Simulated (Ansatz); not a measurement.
Theory: DFT PBE, scalar-relativistic, plane waves, PAW (Ansatz 0.2.0). All cells share a 420 eV cutoff and Γ-centred k meshes spaced at most about 0.3 Å⁻¹ (about 0.25 or finer for metals, 2π included). No spin polarisation.

These are static total energies at zero pressure.

Compare these two cells of Na2I, each relaxed at this level.

A.

```yaml
crystal:
  lattice:
    - [7.82562, 0.00000, 0.00000]
    - [0.00000, 7.82562, 0.00000]
    - [0.00000, 0.00000, 4.47899]
  atoms:
    - { symbol: Na, position: [0.28854, 0.28854, 0.00000] }
    - { symbol: Na, position: [0.21146, 0.78854, 0.50000] }
    - { symbol: Na, position: [0.71146, 0.71146, 0.00000] }
    - { symbol: Na, position: [0.78854, 0.21146, 0.50000] }
    - { symbol: I, position: [0.00000, 0.00000, 0.00000] }
    - { symbol: I, position: [0.50000, 0.50000, 0.50000] }
```

B.

```yaml
crystal:
  lattice:
    - [-2.00735, 2.00735, 7.00734]
    - [2.00735, -2.00735, 7.00734]
    - [2.00735, 2.00735, -7.00734]
  atoms:
    - { symbol: Na, position: [0.63838, 0.63838, 0.00000] }
    - { symbol: Na, position: [0.36162, 0.36162, 0.00000] }
    - { symbol: I, position: [0.00000, 0.00000, 0.00000] }
```

Question: Which form is favoured at zero pressure, and by what margin per atom?

Answer: B is lower, by 60 meV/atom. A has the anti-rutile type, space group P4_2/mnm (No. 136), 45.7 Å³/atom and no gap on its mesh; B has space group I4/mmm (No. 139), 37.6 Å³/atom and no gap. Counting I atoms around Na (those within 1.25 times the shortest such distance or 1.15 times the sum of covalent radii), A has Na 3 and B has Na 4. Both come from invented guesses. The lowest form computed isn't among them: it has space group P4_2/m (No. 84), 46.3 Å³/atom and lies 43 meV/atom below the best shown.

Weakly bound directions are ill-defined at this level, which has no dispersion term (I4/mmm), and this can change margins and order among such cells. Spin–orbit coupling, which can matter for I, is left out. In I4/mmm an odd number of electrons in the primitive cell allows no gap without spin; a larger cell or a magnetic state could open one. Cells relaxed within their symmetry can be saddle points. Some structure types and database cells were kept out of the candidates from the start, so a known form may be missing.
